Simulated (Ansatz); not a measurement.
# SiNi: the cost of one run

Computed with Ansatz 0.2.0 (DFT PBE, scalar-relativistic, plane waves, PAW, unless a step's input says otherwise).

**1. Starting point**

Symmetry: Pnma, No. 62, orthorhombic system. The conventional cell has a = 5.173 Å, b = 3.338 Å, c = 5.605 Å, α = 90.00°, β = 90.00°, γ = 90.00°. Si (site symmetry m) is surrounded by 6 Ni at 2.28 to 2.40 Å. Ni (site symmetry m) has 6 Si at 2.28 to 2.40 Å as nearest neighbours.

As a file:

```cif
data_structure
_symmetry_space_group_name_H-M 'P 1'
_symmetry_Int_Tables_number 1
_cell_length_a 5.1731
_cell_length_b 3.3381
_cell_length_c 5.6049
_cell_angle_alpha 90.000
_cell_angle_beta 90.000
_cell_angle_gamma 90.000
_cell_volume 96.79
loop_
_atom_site_label
_atom_site_type_symbol
_atom_site_fract_x
_atom_site_fract_y
_atom_site_fract_z
_atom_site_occupancy
Si1 Si 0.32128 0.75000 0.08250 1
Si2 Si 0.17872 0.25000 0.58250 1
Si3 Si 0.82128 0.75000 0.41750 1
Si4 Si 0.67872 0.25000 0.91750 1
Ni1 Ni 0.00779 0.25000 0.18752 1
Ni2 Ni 0.49221 0.75000 0.68752 1
Ni3 Ni 0.50779 0.25000 0.31248 1
Ni4 Ni 0.99221 0.75000 0.81248 1
```

The structure rests on an entry of the Crystallography Open Database; cell or positions may have been set otherwise for this series.

**2. Relaxing cell and atoms: SiNi, no spin**

Input file input.yaml:

```yaml
crystal:
  lattice:
    - [5.1731, 0.0, 0.0]
    - [0.0, 3.3381, 0.0]
    - [0.0, 0.0, 5.6049]
  atoms:
    - { symbol: Si, position: [0.32128, 0.75, 0.0825] }
    - { symbol: Si, position: [0.17872, 0.25, 0.5825] }
    - { symbol: Si, position: [0.82128, 0.75, 0.4175] }
    - { symbol: Si, position: [0.67872, 0.25, 0.9175] }
    - { symbol: Ni, position: [0.00779, 0.25, 0.18752] }
    - { symbol: Ni, position: [0.49221, 0.75, 0.68752] }
    - { symbol: Ni, position: [0.50779, 0.25, 0.31248] }
    - { symbol: Ni, position: [0.99221, 0.75, 0.81248] }
scf:
  occupations: { method: methfessel_paxton, width: 0.1 }
output:
  forces: true
  stress: true
  eigenvalues: true
  write_density: true
  write_potential: true
  elf: true
  volumetric_format: npy
hamiltonian:
  xc: pbe
relax:
  f_tol: 0.002
  adjacent_minimum: "off"
  cell: { stress_tol: 0.05 }
kpoints:
  mp_grid: { grid: [9, 12, 9] }
```

Started as:

```console
> ansatz run input.yaml --threads 8 --pin off --max-ram 30720MiB --backend cpu --events-out ev --progress --plain --runs-dir out
```

Q: Estimate wall time and peak memory on 8 threads of Intel Xeon Platinum 8488C (Sapphire Rapids), shared host.

About 30 s, with a peak of 1.1 GiB.
